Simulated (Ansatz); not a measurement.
Method: Ansatz, DFT PBE, scalar-relativistic, plane waves, PAW. All cells share a 420 eV cutoff and Γ-centred k meshes spaced about 0.3 Å⁻¹ or finer (0.25 for metals, 2π included). No spin polarisation.

These are static total energies at zero pressure.

Two relaxed structures of BaTe:

A.

```cif
data_structure
_symmetry_space_group_name_H-M 'Fm-3m'
_symmetry_Int_Tables_number 225
_cell_length_a 7.0667
_cell_length_b 7.0667
_cell_length_c 7.0667
_cell_angle_alpha 90.000
_cell_angle_beta 90.000
_cell_angle_gamma 90.000
_cell_volume 352.90
loop_
_atom_site_label
_atom_site_type_symbol
_atom_site_symmetry_multiplicity
_atom_site_Wyckoff_symbol
_atom_site_fract_x
_atom_site_fract_y
_atom_site_fract_z
_atom_site_occupancy
Ba1 Ba 4 b 0.50000 0.00000 0.00000 1
Te1 Te 4 a 0.00000 0.00000 0.00000 1
```

B.

```cif
data_structure
_symmetry_space_group_name_H-M 'Cmcm'
_symmetry_Int_Tables_number 63
_cell_length_a 4.5565
_cell_length_b 13.3544
_cell_length_c 5.4184
_cell_angle_alpha 90.000
_cell_angle_beta 90.000
_cell_angle_gamma 90.000
_cell_volume 329.70
loop_
_atom_site_label
_atom_site_type_symbol
_atom_site_symmetry_multiplicity
_atom_site_Wyckoff_symbol
_atom_site_fract_x
_atom_site_fract_y
_atom_site_fract_z
_atom_site_occupancy
Ba1 Ba 4 c 0.50000 0.62049 0.25000 1
Te1 Te 4 c 0.50000 0.88043 0.25000 1
```

**Question.** Which would you expect to be lower, and how large is the difference?

**Answer.** A is lower, by 111 meV/atom. A has the rock salt type, space group Fm-3m (No. 225), 44.1 Å³/atom and a gap of 1.66 eV on its mesh; B has space group Cmcm (No. 63), 41.2 Å³/atom and a gap of 1.36 eV. Counting Te atoms around Ba (those within 1.25 times the shortest such distance or 1.15 times the sum of covalent radii, 1.27 where that leaves under three; a plus sign parts nearer from farther groups), A has Ba 6 and B has Ba 5+2. The lower one is the more open, so pressure narrows the difference. Both come from trial cells of a structure search. A has the structure into which a cell as deposited in COD relaxes.

These runs have no spin–orbit coupling, which can matter for Te. Kohn–Sham gaps at this level usually fall short of measured ones. The missing spin–orbit coupling can work the other way here. With atoms moved at random, A came back. B had no clear such test and can be a saddle point.
